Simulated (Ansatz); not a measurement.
**From formation energies to a reaction energy: In3As**

All numbers below come from DFT PBE, scalar-relativistic, plane waves, PAW in Ansatz. Settings: cutoff 420 eV, Γ-centred meshes spaced at most about 0.3 Å⁻¹, and about 0.25 Å⁻¹ or finer for metals (2π included), Gaussian smearing. No spin polarisation.

Formation energies are uncorrected and refer to the elements' standard structures at the same level.

These are static total energies at zero pressure. The reference form of As is held partly by dispersion forces, which this level lacks.

A trial structure of In3As (reached from: random cell; relaxed: space group Im-3m (No. 229), a = 5.977 Å) has a formation energy of 0.111 eV/atom. At its composition the lowest mixture among the elements and 2 reference phases computed alike (others may be missing) consists of these:

```tsv
phase	source	ΔE_f (eV/atom)
In (solid)	element	-0.002
InAs (F-43m)	Materials Project	-0.244
```

The lowest database cell of In (-0.002) lies slightly below the reference, hence the non-zero entry.

Task: Write the balanced decomposition and find its energy per atom, per formula unit and per mole of formula units.

Result: Balancing In and As gives In3As → 2 In + InAs. The left side holds 4 atoms, and the products take 2/4 (In) and 2/4 (InAs) of them. The mixture therefore lies at 2/4 × (-0.002) + 2/4 × (-0.244) = -0.123 eV/atom. The reaction energy is -0.123 − (0.111) = -0.234 eV/atom. Times 4 atoms that is -0.936 eV per In3As, and times 96.485 it is -90 kJ per mole of In3As. Decomposition is downhill, so the trial structure is unstable against this mixture.
